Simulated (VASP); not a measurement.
Crystal: As, a slab with vacuum.

```xyz
2
Lattice="3.5716 0.0000 0.0000 -1.7858 3.0931 0.0000 0.0000 0.0000 28.5742" Properties=species:S:1:pos:R:3 pbc="T T T"
As    0.0000    2.0621   13.5883
As    1.7858    1.0310   14.9859
```

The slab is cut from a database's or a generator's crystal, which needn't be the stable form of the element.

Base run:

| Property | Result |
| --- | --- |
| Program | VASP 6.6.1 |
| Functional | PBE |
| Dispersion | D3(BJ) |
| Potentials or basis | VASP PAW PBE potentials, release 64 (As) |
| Cutoff | 520 eV |
| k mesh | 9 × 9 × 1 |
| Occupations | gaussian, width 0.02 eV |
| Spin | no spin polarisation |

Its results: band gap on the k mesh 1.55 eV, indirect (least direct gap 2.03 eV); largest force 0.092 eV/Å.

Task: The run is repeated on the same cell with these changes: functional from PBE to HSE06; k mesh from 9 × 9 × 1 to 6 × 6 × 1. What comes out?

Result: Band gap on the k mesh 2.17 eV, indirect (least direct gap 2.82 eV); largest force 0.499 eV/Å.

Several settings changed at once, so the effect can't be laid on one alone.

Caveats: the PAW data sets were made with another functional, which shifts forces and pressure a little (some runs).

A k mesh can miss the band edges.

Not every run made on this cell is shown here.
